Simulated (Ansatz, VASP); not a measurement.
**HfB: VASP beside Ansatz**

Contents of INCAR:

```
  PREC = Accurate
  ENCUT = 520
  EDIFF = 1E-8
  ISMEAR = -1
  SIGMA = 0.05
  LREAL = F
  LASPH = T
  NELM = 100
  ALGO = Normal
  ISIF = 2
  LWAVE = F
  LCHARG = F
  GGA = PE
  LEFG = T
  NBANDS = 14
```

The input KPOINTS:

```
regular mesh
0
Gamma
  15 15 15
```

The input POSCAR:

```
HfB
1.0
    0.0000000000      2.2708398925      2.2708398925
    2.2708398925      0.0000000000      2.2708398925
    2.2708398925      2.2708398925      0.0000000000
Hf B
1 1
Direct
    0.5000000000      0.5000000000      0.5000000000
    0.0000000000      0.0000000000      0.0000000000
```

Input for Ansatz:

```yaml
crystal:
  lattice:
    - [0.0, 2.2708398925, 2.2708398925]
    - [2.2708398925, 0.0, 2.2708398925]
    - [2.2708398925, 2.2708398925, 0.0]
  atoms:
    - { symbol: Hf, position: [0.5, 0.5, 0.5] }
    - { symbol: B, position: [0.0, 0.0, 0.0] }
kpoints:
  mp_grid: { grid: [15, 15, 15] }
scf:
  occupations: { method: fermi_dirac, width: 0.05 }
hamiltonian:
  xc: pbe
  pseudopotentials: { kind: all_electron, datasets: crystal }
output:
  forces: true
  stress: true
  eigenvalues: true
  efg: { contact_densities: true }
```

Change from the starting cell: volume scaled by 0.95, crystal datasets.

Alike in both runs: task electric field gradients; functional PBE; k mesh 15 × 15 × 15; occupations fermi-dirac, width 0.05 eV; no spin polarisation.

```csv
,VASP,Ansatz
version,VASP 6.6.1,Ansatz 0.2.0
potentials or method,"VASP PAW PBE potentials, release 64 (Hf_pv, B)","all-electron PAW with datasets made for the crystal, scalar-relativistic"
plane-wave cutoff (eV),520,see its input
```

|  | VASP | Ansatz | Ansatz less VASP |
| --- | --- | --- | --- |
| pressure (GPa) | 46.7 | 45.3 | -1.33 |
| Vzz of the field gradient on the site that differs most (V/Å²) | 0.0 | 0.0 | 0.00 |

Ansatz ran all-electron here, so the differences hold the error of VASP's frozen core and of both bases. Ansatz warned: «gradients_without_spin_orbit».

Caveats: so large a pressure means that the cell lies far from this level's equilibrium, or that cutoff or potentials fall short (VASP). The runs have no spin-orbit coupling, so splittings on Hf are missing.
